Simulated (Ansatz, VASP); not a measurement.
GaAs: VASP beside Ansatz

```
Ga As
1.0
     4.02667    0.00000    0.00000
    -2.01333    3.48720    0.00000
     0.00000    0.00000   33.49817
Ga As
2 2
Cartesian
  0.0000 0.0000 8.0670
  0.0000 0.0000 10.9330
  0.0000 2.3248 7.3804
  2.0133 1.1624 11.6196
```

Change from the starting cell: species swapped into a sheet of the GaS type.

Alike in both runs: functional PBE; k mesh 12 × 12 × 1; occupations gaussian, width 0.1 eV; no spin polarisation.

Ansatz relaxed the structure, and its values are those at the end. VASP's run is a single point on that final structure, the one shown.

|  | VASP | Ansatz |
| --- | --- | --- |
| version | VASP 6.6.1 | Ansatz 0.2.0 |
| potentials or method | VASP PAW PBE potentials, release 64 (Ga_d, As) | scalar-relativistic, plane waves, PAW |
| plane-wave cutoff (eV) | 520 | 420 |
| valence electrons in the cell | 36 | 56 |

Ansatz gave:

| Quantity | Value |
| --- | --- |
| gap on the k mesh at the Fermi level (eV) | none |
| rms of the force components (eV/Å) | 0.000 |

Task: What did VASP give for the same quantities?

Result: gap on the k mesh at the Fermi level (eV): none; rms of the force components (eV/Å): 0.009.

A gap of «none» marks a metal or a gap that the smearing closes. The two sets of potentials don't hold the same shells in valence.
